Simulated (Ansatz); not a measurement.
# HfO2 (Pnma) in Ansatz: settings compared, part 2 of 2

Ansatz 0.2.0.

### 3 Relaxation of cell and atoms, PBEsol+U

Contents of input.yaml:

```yaml
crystal:
  lattice:
    - [5.556395, 0.0, 0.0]
    - [0.0, 3.333597, 0.0]
    - [0.0, 0.0, 6.504995]
  atoms:
    - { symbol: Hf, position: [0.748682, 0.75, 0.607871] }
    - { symbol: Hf, position: [0.251318, 0.25, 0.392129] }
    - { symbol: Hf, position: [0.248682, 0.75, 0.892129] }
    - { symbol: Hf, position: [0.751318, 0.25, 0.107871] }
    - { symbol: O, position: [0.639499, 0.25, 0.4234] }
    - { symbol: O, position: [0.360501, 0.75, 0.5766] }
    - { symbol: O, position: [0.139499, 0.25, 0.0766] }
    - { symbol: O, position: [0.860501, 0.75, 0.9234] }
    - { symbol: O, position: [0.520794, 0.25, 0.841453] }
    - { symbol: O, position: [0.479206, 0.75, 0.158547] }
    - { symbol: O, position: [0.020794, 0.25, 0.658547] }
    - { symbol: O, position: [0.979206, 0.75, 0.341453] }
hamiltonian:
  xc: pbesol
  pseudopotentials: { kind: paw }
  hubbard: { sites: [{ species: Hf, l: d, u_eff: 3.5 }] }
kpoints:
  mp_grid: { grid: [5, 8, 4] }
scf:
  occupations: { method: fermi_dirac, width: 0.05 }
output:
  forces: true
  stress: true
  eigenvalues: true
  write_density: true
  write_potential: true
  elf: true
  volumetric_format: npy
relax:
  f_tol: 0.01
  max_steps: 40
  cell: { stress_tol: 0.05 }
```

Potentials or basis: Ansatz PAW.

Run with:

```
$ ansatz run input.yaml --threads 4 --pin off --max-ram 11264MiB --backend cpu --events-out ev --progress --plain --runs-dir out
```

Log:

```text
Warning: RAYON_NUM_THREADS=4 ignored (pool sized by the plan → 4); use --threads N
Hf: projections on atomic orbitals take those of the free atom [Kr 4d10] 4f14 5s2 5p6 5d2 6s2, of charge +0.00 (hamiltonian.pseudopotentials.projection_atoms); the dataset's partial waves leave at most 4.9e-5 of an orbital's norm unspanned inside its sphere
O: projections on atomic orbitals take those of the free atom [He] 2s2 2p4, of charge +0.00 (hamiltonian.pseudopotentials.projection_atoms); the dataset's partial waves leave at most 1.9e-8 of an orbital's norm unspanned inside its sphere
Engine: ansatz 0.2.0, aarch64-unknown-linux-gnu
Pseudopotentials: kind: paw
Pseudopotential: Hf, paw, valence charge 26, recommended cutoff 420 eV (normal), Hf.paw.azcp
Pseudopotential: O, paw, valence charge 6, recommended cutoff 420 eV (normal), O.paw.azcp
Functional definition: PBEsol
  exchange = pbesol_x
  correlation = pbesol_c
Crystal: 12 atoms, lattice volume = 120.491 Å³
Basis set: ecut = 420 eV, 2361 PW (Γ), exchange–correlation on 80×48×90 points (8 copies of the dense FFT grid, shifted against one another)
Bands: 92, of which v1, the nominal top of the filled ones, is band 76 counted from 1 (75 counted from 0)
Symmetry: 8 space group operations
Space group: Pnma (ITA 62), of the structure as read, at distance tolerance 4.9e-5 Å
k-points: 45 of 160
Non-local potential: Hf, projectors of the file, l = 0: 3, l = 1: 2, l = 2: 2, l = 3: 3
[... 119 lines left out ...]
  k-point 44: bands = ["-43.6496", "-43.6496", "-43.6488", "-43.6488", "-12.7090", "-12.7090", "-12.6643", "-12.6643", "-12.3621", "-12.3621", "-12.3584", "-12.3584", "-12.2710", "-12.2710", "-12.2444", "-12.2444", "0.6974", "0.6974", "0.7812", "0.7812", "1.3380", "1.3380", "1.3709", "1.3709", "6.4105", "6.4105", "6.4111", "6.4111", "6.4332", "6.4332", "6.4333", "6.4333", "6.4361", "6.4361", "6.4428", "6.4428", "6.4476", "6.4476", "6.4507", "6.4507", "6.4550", "6.4550", "6.4577", "6.4577", "6.4679", "6.4679", "6.4737", "6.4737", "6.4848", "6.4848", "6.4868", "6.4868", "12.1321", "12.1321", "12.2789", "12.2789", "13.1024", "13.1024", "13.1573", "13.1573", "14.1718", "14.1718", "14.6850", "14.6850", "15.9547", "15.9547", "15.9807", "15.9807", "16.2745", "16.2745", "16.4022", "16.4022", "16.8446", "16.8446", "16.9172", "16.9172", "23.5467", "23.5467", "23.9464", "23.9464", "24.2036", "24.2036", "24.3146", "24.3146", "25.1381", "25.1381", "25.5284", "25.5284", "25.8073", "25.8073", "25.8395", "25.8395"]
Occupation matrices written to <dir>
--- Relaxed structure (4 steps of the walk, 3 accepted, 1 SCFs on fresh bases) ---
  F+E_penalty+E_count = -66888.14542589 eV   max|allowed force component| = 1.886e-3 eV/Å   (the final SCF, on the basis selected at the relaxed cell)
  cell:  # Å, volume = 120.4198 Å³
    - [5.553250914223171, 0.0, 0.0]
    - [0.0, 3.3332466928148525, 0.0]
    - [0.0, 0.0, 6.50553485279493]
  atoms:
    - { symbol: Hf, position: [0.7491192663046526, 0.7499999999999999, 0.6073290395142164] }
    - { symbol: Hf, position: [0.25088073369534736, 0.25, 0.3926709604857836] }
    - { symbol: Hf, position: [0.24911926630465267, 0.7499999999999999, 0.8926709604857835] }
    - { symbol: Hf, position: [0.7508807336953476, 0.25, 0.1073290395142164] }
    - { symbol: O, position: [0.6397909091488995, 0.25, 0.42346023107937986] }
    - { symbol: O, position: [0.36020909085110064, 0.7499999999999999, 0.5765397689206202] }
    - { symbol: O, position: [0.13979090914889947, 0.25, 0.07653976892062016] }
    - { symbol: O, position: [0.8602090908511005, 0.7499999999999999, 0.9234602310793799] }
    - { symbol: O, position: [0.5203781642270763, 0.25, 0.8407626454366811] }
    - { symbol: O, position: [0.4796218357729239, 0.7499999999999999, 0.15923735456331878] }
    - { symbol: O, position: [0.0203781642270763, 0.25, 0.6592373545633189] }
    - { symbol: O, position: [0.9796218357729237, 0.7499999999999999, 0.3407626454366812] }
```

rho_z.tsv:

```text
# z_ang	rho[e/angstrom^3]
# format = ansatz-planar-average/11
# lattice	5.553250914	0.000000000	0.000000000
# lattice	0.000000000	3.333246693	0.000000000
# lattice	0.000000000	0.000000000	6.505534853
# sites	12
# site	72	4.160047250	2.499935020	3.951000234
# site	72	1.393203664	0.833311673	2.554534619
# site	72	1.383421793	2.499935020	5.807302046
# site	72	4.169829121	0.833311673	0.698232807
# site	8	3.552919451	0.833311673	2.754835292
# site	8	2.000331463	2.499935020	3.750699561
# site	8	0.776293994	0.833311673	0.497932134
# site	8	4.776956920	2.499935020	6.007602718
# site	8	2.889790516	0.833311673	5.469610693
# site	8	2.663460398	2.499935020	1.035924160
# site	8	0.113165059	0.833311673	4.288691586
# site	8	5.440085855	2.499935020	2.216843266
0.000000	7.859287e-1
0.144567	9.082035e-1
0.289135	1.228737e0
0.433702	1.627381e0
0.578270	1.947725e0
0.722837	2.048708e0
[... 37 lines left out ...]
6.216400	1.228737e0
6.360967	9.082035e-1
```

v_z.tsv:

```text
# z_ang	v_es[eV]	v_tot[eV]
# format = ansatz-planar-average/11
# xc	pbesol
# density_cutoff_ev	1680
# datasets	Hf=:simpson_from_first_knot:soft:shift=-916684	O=:simpson_from_first_knot:soft:shift=-234619
# lattice	5.553250914	0.000000000	0.000000000
# lattice	0.000000000	3.333246693	0.000000000
# lattice	0.000000000	0.000000000	6.505534853
# sites	12
# site	72	4.160047250	2.499935020	3.951000234
# site	72	1.393203664	0.833311673	2.554534619
# site	72	1.383421793	2.499935020	5.807302046
# site	72	4.169829121	0.833311673	0.698232807
# site	8	3.552919451	0.833311673	2.754835292
# site	8	2.000331463	2.499935020	3.750699561
# site	8	0.776293994	0.833311673	0.497932134
# site	8	4.776956920	2.499935020	6.007602718
# site	8	2.889790516	0.833311673	5.469610693
# site	8	2.663460398	2.499935020	1.035924160
# site	8	0.113165059	0.833311673	4.288691586
# site	8	5.440085855	2.499935020	2.216843266
0.000000	1.047677e1	-2.295845e0
0.144567	1.040005e1	-2.461397e0
0.289135	9.947667e0	-3.199336e0
0.433702	9.110279e0	-4.464578e0
0.578270	8.422503e0	-5.502101e0
0.722837	8.254533e0	-5.765222e0
[... 37 lines left out ...]
6.216400	9.947667e0	-3.199336e0
6.360967	1.040005e1	-2.461397e0
```

Wall time 66 s (4 threads of Arm Neoverse V1, shared host); peak memory 1 GiB.

Results:

| Item | Value |
| --- | --- |
| Free energy | -66888.1454 eV |
| Relaxed volume | 10.03 Å³/atom |
| Relaxed cell | a = 5.553 Å, b = 3.333 Å, c = 6.506 Å, α = 90.00°, β = 90.00°, γ = 90.00° |
| Space group after relaxing (to 0.05 Å) | Pnma (No. 62) |
| Energy gained by relaxing | 0.1 meV/atom |
| Ionic steps | 4 |
| Pressure after relaxing | 0.0 GPa |
| Band gap on the k mesh | 3.82 eV, direct |

The path:
```tsv
step	energy change (eV)	largest force (eV/Å)	volume (Å³)
1	0.0000	0.0661	120.49
2	-0.0017	0.0184	120.39
3	-0.0016	0.0019	120.42
4	-0.0013	0.0019	120.42
```

Final structure:
```
Hf O
1.0
     5.55325    0.00000    0.00000
     0.00000    3.33325    0.00000
     0.00000    0.00000    6.50553
Hf O
4 8
Direct
  0.74912 0.75000 0.60733
  0.25088 0.25000 0.39267
  0.24912 0.75000 0.89267
  0.75088 0.25000 0.10733
  0.63979 0.25000 0.42346
  0.36021 0.75000 0.57654
  0.13979 0.25000 0.07654
  0.86021 0.75000 0.92346
  0.52038 0.25000 0.84076
  0.47962 0.75000 0.15924
  0.02038 0.25000 0.65924
  0.97962 0.75000 0.34076
```

Eigenvalues of the final occupation matrices:
| site | spin | trace | eigenvalues |
| --- | --- | --- | --- |
| site 1 | 1 | 1.05 | 0.18 0.18 0.22 0.23 0.24 |
| site 2 | 1 | 1.05 | 0.18 0.18 0.22 0.23 0.24 |
| site 3 | 1 | 1.05 | 0.18 0.18 0.22 0.23 0.24 |
| site 4 | 1 | 1.05 | 0.18 0.18 0.22 0.23 0.24 |

Caveat: odd divisions of the mesh miss points on the zone boundary, where band edges often lie, so the gap on the mesh can be too wide; the plane-wave basis is chosen anew once the cell has moved, so the energies of steps on either side of that aren't comparable; the pressure holds a Pulay correction of +1.0 GPa for the finite cutoff; spin-orbit coupling is left out, which moves the levels of the heavy elements; the PAW data sets come from PBE, with cores solved anew for the run's functional, which leaves a small shift of forces and pressure.
